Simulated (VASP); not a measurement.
# AlP (F-43m) in VASP: settings compared

The runs below take AlP through single point, with PBEsol, RPBE, LDA.

All numbers are computed with VASP 6.6.1; they aren't measurements. Logs are shortened: lines on timing, memory, paths and dates and some standing lists are left out, and cuts for length are marked.

**Experimental background.**

From a printed reference work, data compilation, for a bulk crystal of AlP at 4.2 K: band gap 2.505 eV (indirect).

How close the calculation comes is told below.

**1. The cell of the first run**

It takes space group F-43m (No. 216, cubic). The conventional cell has a = 5.451 Å, b = 5.451 Å, c = 5.451 Å, α = 90.00°, β = 90.00°, γ = 90.00°. Within 3.1 Å of Al (site symmetry -43m) lie 4 P at 2.36 Å. Within 3.1 Å of P (site symmetry -43m) lie 4 Al at 2.36 Å.

**2. Single point, PBEsol**

The input, INCAR:

```
SYSTEM = AlP
PREC = Accurate
ENCUT = 500
EDIFF = 1E-6
ISMEAR = 0
SIGMA = 0.01
LREAL = .FALSE.
LASPH = .TRUE.
NELM = 120
ALGO = Normal
ISIF = 2
LWAVE = .FALSE.
LCHARG = .FALSE.
GGA = PS
NBANDS = 11
GGA_COMPAT = .FALSE.
```

The input, KPOINTS:

```
regular mesh
0
G
  8 8 8
  0 0 0
```

The input, POSCAR:

```
AlP
1.0
    0.0000000000      2.7255000000      2.7255000000
    2.7255000000      0.0000000000      2.7255000000
    2.7255000000      2.7255000000      0.0000000000
Al P
1 1
Direct
    0.0000000000      0.0000000000      0.0000000000
    0.2500000000      0.2500000000      0.2500000000
```

Potentials or basis: VASP PAW PBE potentials, release 64 (Al, P).

Command:

```sh
> cat potpaw_PBE.64/Al/POTCAR potpaw_PBE.64/P/POTCAR > POTCAR
> mpirun -np 1 vasp_std > vasp.out
```

OUTCAR:

```text
SYSTEM = AlP
   PREC = Accurate
   ENCUT = 500
   EDIFF = 1E-6
   ISMEAR = 0
   LREAL = .FALSE.
   LASPH = .TRUE.
   NELM = 120
   ISIF = 2
   GGA = PS

 ion  position               nearest neighbor table
   1  0.000  0.000  0.000-   2 2.36   2 2.36   2 2.36   2 2.36
   2  0.250  0.250  0.250-   1 2.36   1 2.36   1 2.36   1 2.36

  LATTYP: Found a face centered cubic cell.
 ALAT       =     5.4510000000

  Lattice vectors:

 A1 = (   0.0000000000,   2.7255000000,   2.7255000000)
 A2 = (   2.7255000000,   0.0000000000,   2.7255000000)
 A3 = (   2.7255000000,   2.7255000000,   0.0000000000)

Analysis of symmetry for initial positions (statically):
=====================================================================
 Subroutine PRICEL returns:
 Original cell was already a primitive cell.

 Routine SETGRP: Setting up the symmetry group for a
 face centered cubic supercell.

 Subroutine GETGRP returns: Found 24 space group operations
 (whereof 24 operations were pure point group operations)
 out of a pool of 48 trial point group operations.

The static configuration has the point symmetry T_d .

Analysis of symmetry for dynamics (positions and initial velocities):
=====================================================================
 Subroutine PRICEL returns:
 Original cell was already a primitive cell.

 Routine SETGRP: Setting up the symmetry group for a
 face centered cubic supercell.

 Subroutine GETGRP returns: Found 24 space group operations
 (whereof 24 operations were pure point group operations)
 out of a pool of 48 trial point group operations.

The dynamic configuration has the point symmetry T_d .

 Subroutine INISYM returns: Found 24 space group operations
 (whereof 24 operations are pure point group operations),
 and found     1 'primitive' translations

----------------------------------------------------------------------------------------

                                     Primitive cell

  volume of cell :      40.4919

  direct lattice vectors                    reciprocal lattice vectors
     0.000000000  2.725500000  2.725500000    -0.183452578  0.183452578  0.183452578
     2.725500000  0.000000000  2.725500000     0.183452578 -0.183452578  0.183452578
     2.725500000  2.725500000  0.000000000     0.183452578  0.183452578 -0.183452578

  length of vectors
     3.854439064  3.854439064  3.854439064     0.317749185  0.317749185  0.317749185

  position of ions in fractional coordinates (direct lattice)
     0.000000000  0.000000000  0.000000000
     0.250000000  0.250000000  0.250000000

[... 85 lines left out ...]
   TEBEG  =    0.0;   TEEND  =   0.0 temperature during run
   PSTRESS=    0.0 pullay stress
   NELECT =       8.0000    total number of electrons
   NUPDOWN=      -1.0000    fix difference up-down
   EMIN   =  10.00;   EMAX   =-10.00  energy-range for DOS
   EFERMI =   0.00;   METHOD = LEGACY
   ISMEAR =     0;   SIGMA  =   0.01  broadening in eV -4-tet -1-fermi 0-gaus
   EFERMI_NEDOS =   21; number of points for ismear=-14 and -15
   IALGO  =     38    algorithm
   IMIX   =      4    mixing-type and parameters
     AMIX     =   0.40;   BMIX     =  1.00
     AMIX_MAG =   1.60;   BMIX_MAG =  1.00
  volume/ion in A,a.u.               =      20.25       136.63
  Fermi-wavevector in a.u.,A,eV,Ry     =   0.953488  1.801831 12.369596  0.909140
  Thomas-Fermi vector in A             =   2.082148
   LORBIT       =      0    0 simple, 1 ext, 2 COOP (PROOUT), +10 PAW based schemes
   GGA     = PS    functional components
   LHFCALC =     F    Hartree Fock is set to
   AEXX    =    0.0000 exact exchange contribution
   IVDW    =     0    specifies the selected vdW correction
   LEPSILON=     F    determine dielectric tensor
   LRPA    =     F    only Hartree local field effects (RPA)
 non-spin polarized calculation
 Gauss-broadening in eV      SIGMA  =   0.01
  energy-cutoff  :      500.00
  volume of cell :       40.49
 maximum number of plane-waves:      1056
   NGX = 13   NGY = 13   NGZ = 13

 number of electron       8.0000000 magnetization

 Free energy of the ion-electron system (eV)
  ---------------------------------------------------
  ext. energy  EPLUGINS =         0.00000000
  ---------------------------------------------------
  free energy    TOTEN  =       -10.99372991 eV

  energy without entropy =      -10.99372991  energy(sigma->0) =      -10.99372991

 E-fermi :   4.6950     XC(G=0):  -9.3840

 val. band max:        4.5808948288   @ k =   0.0000   0.0000   0.0000
 cond. band min:       6.0093928720   @ k =   0.5000   0.5000   0.0000
 fundamental gap:      1.4284980432
 Fermi energy:         4.6949782577

 k-point     1 :       0.0000    0.0000    0.0000
  band No.  band energies     occupation
      1      -6.9754      2.00000
      2       4.5809      2.00000
      3       4.5809      2.00000
      4       4.5809      2.00000
      5       7.8259      0.00000
      6       9.0999      0.00000
      7       9.0999      0.00000
      8       9.0999      0.00000
      9      13.3891      0.00000
     10      13.3891      0.00000
     11      14.7118      0.00000
[... 309 lines left out ...]
 k-point    24 :      -0.3750    0.2500    0.1250
  band No.  band energies     occupation
      1      -4.9463      2.00000
      2      -0.6499      2.00000
      3       1.9394      2.00000
      4       3.0683      2.00000
      5       8.4503      0.00000
      6       9.0340      0.00000
      7      11.4358      0.00000
      8      12.2304      0.00000
      9      13.5329      0.00000
     10      15.9660      0.00000
     11      17.3075      0.00000

 [... further k-points ...]

------------------------ aborting loop because EDIFF is reached ----------------------------------------

  FORCE on cell =-STRESS in cart. coord.  units (eV):
  Direction    XX          YY          ZZ          XY          YZ          ZX
  --------------------------------------------------------------------------------------
  -------------------------------------------------------------------------------------
  Total        0.2497971      0.2497971      0.2497971      0.0000000      0.0000000     -0.0000000
  in kB        9.8839229      9.8839229      9.8839229      0.0000000      0.0000000     -0.0000000
  external PRESSURE =       9.8839229 kB  Pullay stress =       0.0000000 kB

 VOLUME and BASIS-vectors are now :
 -----------------------------------------------------------------------------
  energy-cutoff  :      500.00
  volume of cell :       40.49
      direct lattice vectors                 reciprocal lattice vectors
     0.000000000  2.725500000  2.725500000    -0.183452578  0.183452578  0.183452578
     2.725500000  0.000000000  2.725500000     0.183452578 -0.183452578  0.183452578
     2.725500000  2.725500000  0.000000000     0.183452578  0.183452578 -0.183452578

 POSITION                                       TOTAL-FORCE (eV/Angst)
 -----------------------------------------------------------------------------------
      0.00000      0.00000      0.00000         0.000000      0.000000      0.000000
      1.36275      1.36275      1.36275        -0.000000     -0.000000     -0.000000
 -----------------------------------------------------------------------------------
    total drift:                                0.000000      0.000000      0.000000

  FREE ENERGIE OF THE ION-ELECTRON SYSTEM (eV)
  ---------------------------------------------------
  free  energy   TOTEN  =       -10.9937299077 eV

  energy  without entropy=      -10.9937299077  energy(sigma->0) =      -10.99372991
```

OSZICAR:

```text
N       E                     dE             d eps       ncg     rms          rms(c)
DAV:   1     0.944037334968E+01    0.94404E+01   -0.27574E+03   646   0.519E+02
DAV:   2    -0.105460516392E+02   -0.19986E+02   -0.19173E+02   831   0.888E+01
DAV:   3    -0.113568769211E+02   -0.81083E+00   -0.80941E+00   772   0.167E+01
DAV:   4    -0.113638522367E+02   -0.69753E-02   -0.69748E-02   796   0.190E+00
DAV:   5    -0.113639640112E+02   -0.11177E-03   -0.11177E-03   769   0.222E-01    0.440E+00
DAV:   6    -0.110509314793E+02    0.31303E+00   -0.57372E-01   730   0.280E+00    0.272E+00
DAV:   7    -0.109962670710E+02    0.54664E-01   -0.20957E-01   776   0.182E+00    0.129E+00
DAV:   8    -0.109937754803E+02    0.24916E-02   -0.14054E-02   744   0.565E-01    0.166E-01
DAV:   9    -0.109936774767E+02    0.98004E-04   -0.81463E-04   745   0.150E-01    0.630E-02
DAV:  10    -0.109937234822E+02   -0.46005E-04   -0.63683E-05   722   0.418E-02    0.147E-02
DAV:  11    -0.109937296258E+02   -0.61436E-05   -0.94272E-06   793   0.169E-02    0.106E-02
DAV:  12    -0.109937299077E+02   -0.28191E-06   -0.94956E-07   507   0.474E-03
   1 F= -.10993730E+02 E0= -.10993730E+02  d E =-.989733E-61
```

stdout:

```text
POSCAR found type information on POSCAR AlP
 POSCAR found :  2 types and       2 ions
 scaLAPACK will be used
 -----------------------------------------------------------------------------
|                                                                             |
|                                                                             |
|     You enforced a specific xc type in the INCAR file but a different       |
|     I HOPE YOU KNOW WHAT YOU ARE DOING!                                     |
|                                                                             |
 -----------------------------------------------------------------------------

 LDA part: xc-table for (Slater+PW92), standard interpolation
 POSCAR, INCAR and KPOINTS ok, starting setup
 FFT: planning ... GRIDC
 FFT: planning ... GRID_SOFT
 FFT: planning ... GRID
 WAVECAR not read
 entering main loop
```

Run time: 7.2 s. Hardware: 1 thread of Intel Xeon Platinum 8488C (Sapphire Rapids), shared host; peak memory 0.15 GiB.

Results:

```
Free energy            : -10.9937 eV
Pressure               : 1.0 GPa
Band gap on the k mesh : 1.43 eV, indirect (least direct gap 3.25 eV)
```

Caveat: the PAW data sets were made with another functional, which shifts forces and pressure a little.

**3. Single point, RPBE**

The input, INCAR:

```
ALGO = Normal
EDIFF = 1E-6
ENCUT = 500
GGA = RP
GGA_COMPAT = False
ISIF = 2
ISMEAR = 0
LASPH = True
LCHARG = False
LREAL = False
LWAVE = False
NBANDS = 11
NELM = 120
PREC = Accurate
SIGMA = 0.01
```

The input, KPOINTS:

```
k-points
0
Gamma
  8 8 8
```

POSCAR is that of step 2.

Potentials or basis: VASP PAW PBE potentials, release 64 (Al, P).

Command:

```sh
> cat potpaw_PBE.64/Al/POTCAR potpaw_PBE.64/P/POTCAR > POTCAR
> mpirun -np 1 vasp_std > vasp.out
```

Run time: 10 s. Hardware: 1 thread of Intel Xeon Platinum 8488C (Sapphire Rapids), shared host; peak memory 0.15 GiB.

It converged, with:

```yaml
Free_energy: -9.8098 eV
Pressure: 4.2 GPa
Band_gap_on_the_k_mesh: 1.65 eV, indirect (least direct gap 3.49 eV)
```

Levels at points of the mesh, in eV from the valence-band top:
```
           k point  band 1  band 2  band 3  band 4  band 5  band 6  band 7  band 8  band 9
(0.00, 0.00, 0.00)  -11.51    0.00    0.00    0.00    3.49    4.60    4.60    4.60    8.81
(0.50, 0.00, 0.00)   -9.83   -5.51   -0.76   -0.76    2.93    4.85    4.85    8.42   11.52
(0.50, 0.50, 0.00)   -9.16   -5.29   -2.10   -2.10    1.65    2.54   11.20   11.20   12.08
```

Caveat: the PAW data sets were made with another functional, which shifts forces and pressure a little. As with any semilocal functional, this RPBE gap is likely too small.

**4. Single point, LDA**

The input, INCAR:

```
PREC = Accurate ; ENCUT = 500
EDIFF = 1E-6 ; ISMEAR = 0
SIGMA = 0.01 ; LREAL = F
LASPH = T ; NELM = 120
ALGO = Normal ; ISIF = 2
LWAVE = F ; LCHARG = F
NBANDS = 11 ; GGA_COMPAT = F
```

The input, KPOINTS:

```
Automatic mesh
0
Gamma
  8 8 8
```

POSCAR is that of step 3.

Potentials or basis: VASP PAW LDA potentials, release 64 (Al, P).

Command:

```sh
> cat potpaw_LDA.64/Al/POTCAR potpaw_LDA.64/P/POTCAR > POTCAR
> mpirun -np 1 vasp_std > vasp.out
```

Run time: 9.6 s. Hardware: 1 thread of Intel Xeon Platinum 8488C (Sapphire Rapids), shared host; peak memory 0.13 GiB.

The run converged. Its results:

| Item | Value |
| --- | --- |
| Free energy | -11.4114 eV |
| Pressure | -0.8 GPa |
| Band gap on the k mesh | 1.43 eV, indirect (least direct gap 3.16 eV) |

Levels at points of the mesh, in eV from the valence-band top:
| k point | band 1 | band 2 | band 3 | band 4 | band 5 | band 6 | band 7 | band 8 | band 9 |
| --- | --- | --- | --- | --- | --- | --- | --- | --- | --- |
| (0.00, 0.00, 0.00) | -11.53 | 0.00 | 0.00 | 0.00 | 3.16 | 4.48 | 4.48 | 4.48 | 8.82 |
| (0.50, 0.00, 0.00) | -9.82 | -5.60 | -0.77 | -0.77 | 2.69 | 4.73 | 4.73 | 8.08 | 11.52 |
| (0.50, 0.50, 0.00) | -9.15 | -5.37 | -2.13 | -2.13 | 1.43 | 2.33 | 10.93 | 10.93 | 11.88 |

**5. Summary**

| level | potentials or basis | gap on the mesh (eV) | pressure (GPa) |
| --- | --- | --- | --- |
| PBEsol | VASP PAW PBE potentials, release 64 (Al, P) | 1.43 | 1.0 |
| RPBE | VASP PAW PBE potentials, release 64 (Al, P) | 1.65 | 4.2 |
| LDA | VASP PAW LDA potentials, release 64 (Al, P) | 1.43 | -0.8 |

Alike in all rows: task single point; no spin polarisation; cell as given; k mesh 8 × 8 × 8; cutoff (eV) 500; smearing gaussian 0.01 eV.

Caveats: the PAW data sets were made with another functional, which shifts forces and pressure a little (some runs).

Total energies depend on the potentials used, so only differences within one code and one set of settings carry meaning.

**6. Against experiment**

Step 2. A measured gap of AlP is 2.505 eV (indirect; 4.2 K; a printed reference work, data compilation); the calculated 1.43 eV misses it by -1.08 eV. The value is that of PBEsol on a finite k mesh, which can miss the band edges, without temperature or zero-point motion. Semilocal functionals fall short of measured gaps as a rule.

Step 4. Against the measured gap of AlP, 2.505 eV (indirect; 4.2 K; a printed reference work, data compilation), the calculated 1.43 eV is off by -1.07 eV. The value is that of LDA on a finite k mesh, which can miss the band edges, without temperature or zero-point motion. Semilocal functionals fall short of measured gaps as a rule.
